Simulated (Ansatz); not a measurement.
Bi: do energies and stresses tell the same story?

Computed with DFT r2SCAN, scalar-relativistic, plane waves, PAW (Ansatz).

Settings: cutoff 500 eV, Γ-centred mesh 12×12×10 on the computed 2-atom cell, Gaussian smearing of 0.10 eV; no spin polarisation.

Relaxed cell: P6_3/mmc, a = 4.344 Å, b = 4.344 Å, c = 4.217 Å, α = 90.00°, β = 90.00°, γ = 120.00°, 2 atoms in the primitive cell. This form isn't the element's structure at ambient conditions.

Energies at zero smearing and pressures from the stress tensor, at volumes with shape and atoms relaxed:
| V (Å³/atom) | E − E(first) (meV/atom) | P (GPa) |
| --- | --- | --- |
| 32.387 | 0.00 | 3.26 |
| 33.421 | -15.46 | 1.50 |
| 34.454 | -20.20 | 0.02 |
| 35.488 | -15.99 | -1.24 |
| 36.522 | -4.38 | -2.30 |

Q: Check P = −dE/dV between neighbouring volumes, and get the bulk modulus from the pressures alone.

A: With 1 eV/Å³ = 160.2 GPa:
| middle V (Å³/atom) | −ΔE/ΔV (GPa) | mean P (GPa) |
| --- | --- | --- |
| 32.904 | 2.396 | 2.382 |
| 33.938 | 0.734 | 0.762 |
| 34.971 | -0.652 | -0.608 |
| 36.005 | -1.800 | -1.768 |

The two differ by 0.04 GPa at most. The mean of two end pressures misses the average over a step by about ΔV² P″/12, up to 0.03 GPa here; with that taken off 0.04 GPa remains, from the smearing term (the stress is the derivative of the free energy), the finite cutoff, the mesh or the relaxation's tolerance. Around V = 34.454 Å³/atom, the two neighbours give B = −V ΔP/ΔV = 34.454 × 2.74 / 2.067 = 45.6 GPa, against B0 = 46.0 GPa from the Birch–Murnaghan fit of the energies.

Spin–orbit coupling is left out, which can shift energies with elements as heavy as these.

Cost: 6 runs of about 3.7 core-minutes in all, on Intel Xeon Platinum 8488C (Sapphire Rapids) (shared hosts).